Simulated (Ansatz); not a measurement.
CuO: a fit and a missing row

CuO, Cccm, a = 4.087 Å, b = 4.099 Å, c = 5.092 Å. This isn't the usual stable structure of the compound. Ansatz: PBEsol, PAW, 420 eV, Γ-centred 14×14×8 mesh on 4 atoms, Gaussian smearing 0.10 eV; no spin polarisation. Shape and atoms are relaxed at each volume; pressure is positive in compression.

```
V (Å³/atom) P (GPa)
      9.703    17.28
     10.023    10.74
     10.343     5.00
     10.663     0.00
     10.983        ?
     11.303    -8.00
     11.729   -12.12
```

**Question.** Take V0 = 10.663 Å³/atom, fit the third-order Birch–Murnaghan form to the other rows, and predict the missing pressure.

**Answer.** With the Eulerian strain f = ½[(V0/V)^(2/3) − 1] and y = P/[3f(1 + 2f)^(5/2)], the form is the line y = B0 + 1.5 B0 (B0′ − 4) f. Rows (f, y): 0.03246, 151.6; 0.02106, 153.3; 0.01026, 154.4; -0.01906, 154.2; -0.03077, 153.9. Means f = 0.002790, y = 153.48; Σ(Δf)² = 0.002874, ΣΔfΔy = -0.08202; the slope is their ratio. y = 153.6 − 28.54 f GPa, so B0 = 153.6 GPa and B0′ = 4 + 2 × (-28.54)/(3 × 153.6) = 3.88. At V = 10.983, f = -0.00976, y = 153.88 and P = -4.29 GPa. The run gave -4.31 GPa, so the fit is 0.02 GPa too high, within the rms miss on the fitted rows (0.06 GPa).

Spin polarisation was left out, and a magnetic state may lie lower.